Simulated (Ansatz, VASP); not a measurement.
# Fe2Pt in VASP and in Ansatz

```
Fe Pt
1.0
     4.18643    0.00000    0.00000
    -2.09322    3.62556    0.00000
     0.00000    0.00000    2.64809
Fe Pt
2 1
Cartesian
  0.0000 2.4170 2.3465
  2.0932 1.2085 0.3016
  0.0000 0.0000 1.3240
```

Alike in both runs: functional PBE; k mesh 6 × 6 × 6; occupations gaussian, width 0.1 eV; collinear spin.

Ansatz relaxed the structure, and its values are those at the end. VASP's run is a single point on that final structure, the one shown.

|  | VASP | Ansatz |
| --- | --- | --- |
| version | VASP 6.6.1 | Ansatz 0.2.0 |
| potentials or method | VASP PAW PBE potentials, release 64 (Fe, Pt) | scalar-relativistic, plane waves, PAW |
| plane-wave cutoff (eV) | 520 | 420 |
| valence electrons in the cell | 26 | 50 |

|  | VASP | Ansatz | Ansatz less VASP |
| --- | --- | --- | --- |
| gap on the k mesh at the Fermi level (eV) | none | none | - |
| pressure (GPa) | -0.2 | 0.1 | +0.33 |
| rms of the force components (eV/Å) | 0.006 | 0.001 | -0.0047 |
| net moment per atom (μB) | 1.99 | 2.00 | +0.004 |
| size of the moment on the site where the two differ most (μB) | 0.41 | 0.48 | +0.068 |

Site moments also hang on the region over which each program counts them. A gap of «none» marks a metal or a gap that the smearing closes. The functional is the same, so the differences come from potentials, cutoffs and numerics. The two sets of potentials don't hold the same shells in valence.

Caveats: the k mesh is coarse (spacing up to 0.40 Å⁻¹), so the values aren't converged. The runs have no spin-orbit coupling, so splittings on Pt are missing.
